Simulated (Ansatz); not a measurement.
Structures of Si2Mo: which is lowest?

Plane-wave DFT in Ansatz with scalar-relativistic PAW potentials, cutoff 420 eV, Γ-centred meshes chosen by cell and gap, Gaussian smearing with energies taken to zero width. Every cell was relaxed (cell and atoms) in a run of its own, within the symmetry of its start. Functional: PBEsol.

Relaxed structures (starts from databases or built by putting these elements on another compound's sites):
A. P6_222, 9 atoms in the computed cell, a = 4.574 Å, c = 6.567 Å; sites (symmetry × multiplicity) Si ..2 × 6, Mo 222 × 3; start: database
B. I4/mmm, 3 atoms in the computed cell, a = 3.190 Å, c = 7.821 Å; sites (symmetry × multiplicity) Si 4mm × 4, Mo 4/mmm × 2; start: database

**Question.** Rank them by energy. Could pressure change the order?

**Answer.**
| structure | group | E − E(lowest) (meV/atom) | V (Å³/atom) | gap on mesh (eV) |
| --- | --- | --- | --- | --- |
| B | I4/mmm | 0.0 | 13.27 | 0.00 |
| A | P6_222 | 27.8 | 13.22 | 0.04 |

B is lowest, 28 meV/atom under A. The two lowest differ in volume by under 3 %, too little for a first-order estimate of what pressure does to that pair (other pairs aren't weighed here); with rigid cells even 3 % in favour of the higher one would need about 11 GPa. Other structures may lie lower than all of these, and vibrations aren't counted.